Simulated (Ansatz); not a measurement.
Density of states of Bi2Te3 (R-3m, a = 4.447 Å, b = 4.447 Å, c = 32.169 Å, α = 90.00°, β = 90.00°, γ = 120.00°), in states per eV and primitive cell, averaged over bins of 0.4 eV. Computed with Ansatz 0.2.0, DFT PBE, scalar-relativistic, plane waves, PAW.

Cutoff 420 eV; k points 12×12×12 on the computed 5-atom cell (Γ-centred); Gaussian smearing, width 0.02 eV; no spin polarisation.

The cell is relaxed at this level. The states (both spins) are summed by tetrahedra on a 18×18×18 mesh at the self-consistent density. Energies are bin centres; the table starts no lower than −8 eV and ends at 6 eV, or lower where the solved bands end.

The gap is 0.55 eV at this level, with the zero inside it.

```csv
E − E_F (eV),total,Te 5p,Bi 6p,Bi 6s,Te 5s
-7.85,0.02,0.00,0.00,0.01,0.01
-7.45,0.00,0.00,0.00,0.00,0.00
-7.05,0.00,0.00,0.00,0.00,0.00
-6.65,0.00,0.00,0.00,0.00,0.00
-6.25,0.00,0.00,0.00,0.00,0.00
-5.85,0.00,0.00,0.00,0.00,0.00
-5.45,0.00,0.00,0.00,0.00,0.00
-5.05,0.00,0.00,0.00,0.00,0.00
-4.65,1.83,0.98,0.80,0.00,0.04
-4.25,2.09,1.14,0.90,0.01,0.03
-3.85,2.97,1.69,1.20,0.02,0.04
-3.45,4.52,2.65,1.70,0.04,0.11
-3.05,5.21,3.10,1.90,0.04,0.13
-2.65,5.34,3.27,1.85,0.05,0.13
-2.25,4.34,2.66,1.47,0.05,0.12
-1.85,3.38,2.34,0.88,0.05,0.08
-1.45,4.34,3.60,0.51,0.12,0.06
-1.05,6.44,5.81,0.26,0.24,0.04
-0.65,4.28,3.79,0.14,0.26,0.03
-0.25,0.26,0.21,0.02,0.02,0.00
0.15,0.00,0.00,0.00,0.00,0.00
0.55,0.29,0.06,0.19,0.00,0.03
0.95,2.92,0.87,1.76,0.02,0.17
1.35,5.46,1.98,3.00,0.03,0.19
1.75,4.66,1.88,2.41,0.03,0.11
2.15,3.38,1.41,1.74,0.02,0.07
2.55,2.76,1.09,1.47,0.01,0.05
2.95,3.62,1.45,1.84,0.01,0.05
3.35,3.53,1.39,1.60,0.00,0.04
3.75,3.41,1.00,1.07,0.00,0.03
4.15,2.49,0.56,0.57,0.00,0.01
4.55,1.76,0.20,0.20,0.00,0.00
4.95,2.41,0.05,0.03,0.00,0.00
5.35,2.82,0.06,0.05,0.00,0.00
5.75,2.36,0.03,0.02,0.00,0.00
```

The columns after the total are the Löwdin projections on the occupied valence shells of the potentials. The rest of the total lies in shells that are empty in the free atom, which aren't projected, and between the atoms.

Spin-orbit coupling is left out, which matters for the bands of heavy elements. The cell holds layers, and where no dispersion correction was added their binding is poorly described.